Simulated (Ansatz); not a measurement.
Set up this calculation in Ansatz 0.2.0, as the native input.

* Task: relaxation of cell and atoms
* Functional: RPBE
* Potentials or basis: Ansatz PAW
* Cutoff: 420 eV (not typed: the program's choice for these potentials)
* k mesh: 8 × 8 × 4
* Occupations: fermi-dirac, width 0.05 eV
* Spin: no spin polarisation

The system is TiO2.

```xyz
12
Lattice="6.1536 -1.8835 0.0000 6.1536 1.8835 0.0000 -1.9283 0.0000 6.3290" Properties=species:S:1:pos:R:3 pbc="T T T"
Ti   10.5189    0.0000    1.8329
Ti    1.8562    0.0000    1.7959
Ti   -0.1400    0.0000    4.4961
Ti    8.5226    0.0000    4.5330
O     3.8886    0.0000    1.8569
O     1.9846    0.0000    4.1297
O     8.7534    0.0000    6.2992
O     8.3943    0.0000    2.1993
O    10.3741    0.0000    3.9874
O     1.6255    0.0000    0.0298
O     6.4903    0.0000    4.4721
O     0.0047    0.0000    2.3416
```

The cell comes from a database or a generator and needn't be the stable form of this composition.

The input as run:

input.yaml

```yaml
crystal:
  lattice:
    - [6.1535771931, -1.8834685, 0.0]
    - [6.1535771931, 1.8834685, 0.0]
    - [-1.9283261078, 0.0, 6.3289668713]
  atoms:
    - { symbol: Ti, position: [0.900071, 0.900071, 0.289602] }
    - { symbol: Ti, position: [0.195286, 0.195286, 0.283762] }
    - { symbol: Ti, position: [0.099929, 0.099929, 0.710398] }
    - { symbol: Ti, position: [0.804714, 0.804714, 0.716238] }
    - { symbol: O, position: [0.361931, 0.361931, 0.293397] }
    - { symbol: O, position: [0.2634885, 0.2634885, 0.6525] }
    - { symbol: O, position: [0.8671885, 0.8671885, 0.995291] }
    - { symbol: O, position: [0.7365115, 0.7365115, 0.3475] }
    - { symbol: O, position: [0.9416475, 0.9416475, 0.630021] }
    - { symbol: O, position: [0.1328115, 0.1328115, 0.004709] }
    - { symbol: O, position: [0.638069, 0.638069, 0.706603] }
    - { symbol: O, position: [0.0583525, 0.0583525, 0.369979] }
hamiltonian:
  xc: rpbe
  pseudopotentials: { kind: paw }
kpoints:
  mp_grid: { grid: [8, 8, 4] }
scf:
  occupations: { method: fermi_dirac, width: 0.05 }
output:
  forces: true
  stress: true
  eigenvalues: true
relax:
  f_tol: 0.01
  max_steps: 40
  cell: { stress_tol: 0.05 }
```

Potentials or basis: Ansatz PAW.

The run is started by

```sh
$ ansatz run input.yaml --threads 4 --pin off --max-ram 11264MiB --backend cpu --events-out ev --progress --plain --runs-dir out
```

Results of the run:

```yaml
Relaxed_volume: 12.46 Å³/atom
Relaxed_cell: a = 6.454 Å, b = 6.454 Å, c = 6.701 Å, α = 106.19°, β = 106.19°, γ = 34.04°
Space_group_after_relaxing_to_0.05_Å: C2/m (No. 12)
Energy_gained_by_relaxing: 2.9 meV/atom
Ionic_steps: 9
Pressure_after_relaxing: 0.0 GPa
Band_gap_on_the_k_mesh: 2.73 eV, indirect (least direct gap 2.92 eV)
```

Caveat: the plane-wave basis is chosen anew once the cell has moved, so the energies of steps on either side of that aren't comparable; the pressure holds a Pulay correction of +0.5 GPa for the finite cutoff; the PAW data sets come from PBE, with cores solved anew for the run's functional, which leaves a small shift of forces and pressure.

Run time: 97 s on 4 threads of Arm Neoverse V2, with other jobs on the host, peak memory 0.9 GiB.
